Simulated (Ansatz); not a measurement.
Crystal: CdF2.

```
CELL_PARAMETERS angstrom
0.00000 2.69400 2.69400
2.69400 0.00000 2.69400
2.69400 2.69400 0.00000
ATOMIC_POSITIONS crystal
Cd 0.00000 0.00000 0.00000
F 0.75000 0.75000 0.75000
F 0.25000 0.25000 0.25000
```

Base run:

| Quantity | Value |
| --- | --- |
| Program | Ansatz 0.2.0 |
| Functional | r2SCAN0 |
| Potentials or basis | Ansatz PAW |
| Cutoff | 500 eV (not typed: the program's choice for these potentials) |
| k mesh | 5 × 5 × 5 |
| Occupations | fermi-dirac, width 0.05 eV |
| Spin | no spin polarisation |

Its results: band gap on the k mesh 6.52 eV, indirect (least direct gap 7.02 eV); pressure -1.9 GPa.

Task: After a change of settings the same cell gave: band gap on the k mesh 3.02 eV, indirect (least direct gap 3.42 eV); pressure -0.2 GPa. Which change was it?
A. functional from r2SCAN0 to revPBE; cutoff from 500 eV (not typed: the program's choice for these potentials) to 420 eV (not typed: the program's choice for these potentials)
B. functional from r2SCAN0 to PBE0; cutoff from 500 eV (not typed: the program's choice for these potentials) to 420 eV (not typed: the program's choice for these potentials)
C. functional from r2SCAN0 to r2SCAN
D. functional from r2SCAN0 to PBEsol; cutoff from 500 eV (not typed: the program's choice for these potentials) to 420 eV (not typed: the program's choice for these potentials)

Result: D.

r2SCAN0 gives the wider gap, since exact exchange removes part of the self-interaction.

Caveats: the k mesh misses the band edges, so the gap on the mesh is wider than the one along the path; the PAW data sets come from PBE, with cores solved anew for the run's functional, which leaves a small shift of forces and pressure; the thresholds are loose for stress (some runs).
